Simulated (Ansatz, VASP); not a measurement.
# One calculation of Te2Mo, two programs

Contents of INCAR:

```
  PREC = Accurate
  ENCUT = 600
  EDIFF = 1E-6
  ISMEAR = 0
  SIGMA = 0.05
  LREAL = False
  LASPH = True
  NELM = 100
  ALGO = Normal
  ISIF = 4
  LWAVE = False
  LCHARG = False
  GGA = PE
  IVDW = 12
  IBRION = 2
  NSW = 60
  EDIFFG = -0.01
```

Contents of KPOINTS:

```
regular mesh
0
Gamma
  10 10 4
```

POSCAR

```
Te2Mo
1.0
    3.3690406298      0.0000000000      0.0000000000
   -1.6845203149      2.9176747718      0.0000000000
    0.0000000000      0.0000000000     12.9860570095
Te Mo
4 2
Direct
    0.3333333333      0.6666666667      0.6113673434
    0.6666666667      0.3333333333      0.1113673434
    0.3333333333      0.6666666667      0.8886326566
    0.6666666667      0.3333333333      0.3886326566
    0.3333333333      0.6666666667      0.2500000000
    0.6666666667      0.3333333333      0.7500000000
```

Input for Ansatz:

```yaml
crystal:
  lattice:
    - [3.3690406298, 0.0, 0.0]
    - [-1.6845203149, 2.9176747718, 0.0]
    - [0.0, 0.0, 12.9860570095]
  atoms:
    - { symbol: Te, position: [0.3333333333, 0.6666666667, 0.6113673434] }
    - { symbol: Te, position: [0.6666666667, 0.3333333333, 0.1113673434] }
    - { symbol: Te, position: [0.3333333333, 0.6666666667, 0.8886326566] }
    - { symbol: Te, position: [0.6666666667, 0.3333333333, 0.3886326566] }
    - { symbol: Mo, position: [0.3333333333, 0.6666666667, 0.25] }
    - { symbol: Mo, position: [0.6666666667, 0.3333333333, 0.75] }
basis:
  ecutwfc: 420
  ecutrho_ratio: 4
kpoints:
  mp_grid: { grid: [10, 10, 4] }
hamiltonian:
  xc: pbe
  dispersion: d3bj
scf:
  occupations: { method: gaussian, width: 0.05 }
output:
  forces: true
  stress: true
  eigenvalues: true
relax:
  f_tol: 0.01
  max_steps: 40
  cell: { stress_tol: 0.1, fix: [volume] }
```

Alike in both runs: task relaxation of shape and atoms at fixed volume; functional PBE; dispersion D3(BJ); k mesh 10 × 10 × 4; occupations gaussian, width 0.05 eV; no spin polarisation.

```csv
,VASP,Ansatz
version,VASP 6.6.1,Ansatz 0.2.0
potentials or method,"VASP PAW PBE potentials, release 64 (Te, Mo_sv)","scalar-relativistic, plane waves, PAW"
plane-wave cutoff (eV),600,420
valence electrons in the cell,52,92
```

VASP gave:

- gap on the k mesh at the Fermi level, each at its own relaxed structure (eV): none
- relaxed volume (Å³/atom): 21.27
- relaxed cell length with the largest relative difference (Å): 12.959
- energy change over the relaxation (meV/atom): -8

Q: Which values does Ansatz return?

A: gap on the k mesh at the Fermi level, each at its own relaxed structure (eV): none; relaxed volume (Å³/atom): 21.27; relaxed cell length with the largest relative difference (Å): 12.949; energy change over the relaxation (meV/atom): -7.

A gap of «none» marks a metal or a gap that the smearing closes. The two sets of potentials don't hold the same shells in valence.

The runs have no spin-orbit coupling, so splittings on Te are missing.
